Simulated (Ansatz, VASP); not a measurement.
## Two plane-wave programs on Sr

INCAR

```
SYSTEM = Sr
  ALGO = Normal
  EDIFF = 1E-6
  ENCUT = 520
  GGA = PE
  ISIF = 2
  ISMEAR = 0
  LASPH = .TRUE.
  LCHARG = .TRUE.
  LELF = .TRUE.
  LREAL = .FALSE.
  LVHAR = .TRUE.
  LWAVE = .FALSE.
  NBANDS = 28
  NELM = 100
  PREC = Accurate
  SIGMA = 0.1
```

Contents of KPOINTS:

```
k-points
0
G
  4 4 4
  0 0 0
```

The input POSCAR:

```
Sr
1.0
   -4.1752198335      4.1752198335      3.5516218509
    4.1752198335     -4.1752198335      3.5516218509
    4.1752198335      4.1752198335     -3.5516218509
Sr
4
Direct
    0.8155746683      0.6844253317      0.5000000000
    0.1844253317      0.3155746683      0.5000000000
    0.3155746683      0.8155746683      0.1311493366
    0.6844253317      0.1844253317      0.8688506634
```

Input for Ansatz:

```yaml
crystal:
  lattice:
    - [-4.1752198335, 4.1752198335, 3.5516218509]
    - [4.1752198335, -4.1752198335, 3.5516218509]
    - [4.1752198335, 4.1752198335, -3.5516218509]
  atoms:
    - { symbol: Sr, position: [0.8155746683, 0.6844253317, 0.5] }
    - { symbol: Sr, position: [0.1844253317, 0.3155746683, 0.5] }
    - { symbol: Sr, position: [0.3155746683, 0.8155746683, 0.1311493366] }
    - { symbol: Sr, position: [0.6844253317, 0.1844253317, 0.8688506634] }
basis:
  ecutwfc: 420
kpoints:
  mp_grid: { grid: [4, 4, 4] }
hamiltonian:
  xc: pbe
scf:
  occupations: { method: gaussian, width: 0.1 }
output:
  forces: true
  stress: true
  eigenvalues: true
```

Alike in both runs: task single point; functional PBE; k mesh 4 × 4 × 4; occupations gaussian, width 0.1 eV; no spin polarisation.

```csv
,VASP,Ansatz
version,VASP 6.6.1,Ansatz 0.2.0
potentials or method,"VASP PAW PBE potentials, release 64 (Sr_sv)","scalar-relativistic, plane waves, PAW"
plane-wave cutoff (eV),520,420
valence electrons in the cell,40,40
```

|  | VASP | Ansatz | Ansatz less VASP |
| --- | --- | --- | --- |
| gap on the k mesh at the Fermi level (eV) | none | none | - |
| pressure (GPa) | -0.5 | -0.5 | 0.00 |
| largest component of the traceless stress (GPa) | 1.29 | 1.28 | -0.004 |
| rms of the force components (eV/Å) | 0.245 | 0.245 | +0.0001 |

Atom by atom the forces differ by 0.000 eV/Å (rms over components). A gap of «none» marks a metal or a gap that the smearing closes.
